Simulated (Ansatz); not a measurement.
```yaml
crystal:
  lattice:
    - [4.28910, 0.00000, 0.00000]
    - [0.00000, 6.06570, 0.00000]
    - [0.00000, 0.00000, 19.28910]
  atoms:
    - { symbol: Te, position: [0.75000, 0.49842, 0.37991] }
    - { symbol: Zn, position: [0.25000, 0.29174, 0.41414] }
    - { symbol: Te, position: [0.25000, 0.96421, 0.50000] }
    - { symbol: Zn, position: [0.75000, 0.70548, 0.50000] }
    - { symbol: Te, position: [0.75000, 0.49842, 0.62009] }
    - { symbol: Zn, position: [0.25000, 0.29174, 0.58586] }
```

No spin polarisation.

Level of theory: Kohn–Sham DFT with the PBEsol functional, run in Ansatz (an electronic-structure program) with PAW and 420 eV plane waves, scalar-relativistic without spin-orbit coupling. Γ-centred 8×6×1 mesh, Fermi–Dirac width 0.05 eV. The cell is a slab with vacuum along z.

Question: Predict the band gap and smallest direct gap.

Answer: The band gap is 1.44 eV and the smallest direct gap comes out as 1.85 eV.

With Te present, leaving out spin-orbit coupling can change the band edges. No phonon test of stability was made. The cell was made from ZnTe in the zinc blende structure (space group F-43m, No. 216) by this change: a free-standing slab of 3 layers (6 atoms, 2 a layer) is cut normal to [110], with 15 Å of vacuum and the in-plane cell held at bulk.
